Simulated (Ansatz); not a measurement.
**GaN: relaxation of cell and atoms with PBE**

Crystal: GaN.

```
Ga N
1.0
     3.18000    0.00000    0.00000
    -1.59000    2.75396    0.00000
     0.00000    0.00000    5.16600
Ga N
2 2
Direct
  0.66667 0.33333 0.50000
  0.33333 0.66667 0.00000
  0.66667 0.33333 0.87500
  0.33333 0.66667 0.37500
```

```json
{"Program": "Ansatz 0.2.0", "Task": "relaxation of cell and atoms", "Functional": "PBE", "Potentials or basis": "Ansatz PAW", "Cutoff": "420 eV (not typed: the program's choice for these potentials)", "k mesh": "10 × 10 × 5", "Occupations": "fermi-dirac, width 0.05 eV", "Spin": "no spin polarisation"}
```

```yaml
Relaxed_volume: 11.76 Å³/atom
Relaxed_cell: a = 3.218 Å, b = 3.218 Å, c = 5.243 Å, α = 90.00°, β = 90.00°, γ = 120.00°
Space_group_after_relaxing_to_0.05_Å: P6_3mc (No. 186)
Energy_gained_by_relaxing: 10.3 meV/atom
Ionic_steps: 7
Pressure_after_relaxing: 0.0 GPa
Band_gap_on_the_k_mesh: 1.71 eV, direct
```

Step by step:
```
step  energy change (eV)  largest force (eV/Å)  volume (Å³)
   1              0.0000                0.1370        45.24
   2             -0.0297                0.0979        46.27
   3             -0.0344                0.0458        46.95
   4             -0.0345                0.0069        46.98
   5             -0.0410                0.0066        46.98
   6             -0.0409                0.0000        47.03
   7             -0.0410                0.0001        47.03
```

Final structure:
```yaml
crystal:
  lattice:
    - [3.21835, 0.00000, 0.00000]
    - [-1.60918, 2.78717, 0.00000]
    - [0.00000, 0.00000, 5.24310]
  atoms:
    - { symbol: Ga, position: [0.66667, 0.33333, 0.49914] }
    - { symbol: Ga, position: [0.33333, 0.66667, 0.99914] }
    - { symbol: N, position: [0.66667, 0.33333, 0.87586] }
    - { symbol: N, position: [0.33333, 0.66667, 0.37586] }
```

Levels at points of the mesh, in eV from the valence-band top:
```tsv
k point	band 14	band 15	band 16	band 17	band 18	band 19	band 20	band 21	band 22
(0.00, 0.00, 0.00)	-1.00	-1.00	-0.04	0.00	0.00	1.71	4.07	9.02	9.74
(0.00, -0.50, 0.00)	-5.19	-4.07	-2.64	-2.11	-0.96	4.99	5.37	5.98	8.35
```

Wall time 63 s on 2 threads of Intel(R) Xeon(R) Processor @ 2.50GHz (Skylake/Cascade Lake) (shared host), peak memory 0.41 GiB.

Caveat: odd divisions of the mesh miss points on the zone boundary, where band edges often lie, so the gap on the mesh can be too wide; the plane-wave basis is chosen anew once the cell has moved, so the energies of steps on either side of that aren't comparable; the pressure holds a Pulay correction of +0.5 GPa for the finite cutoff. Zero-point motion and thermal expansion aren't in these numbers.
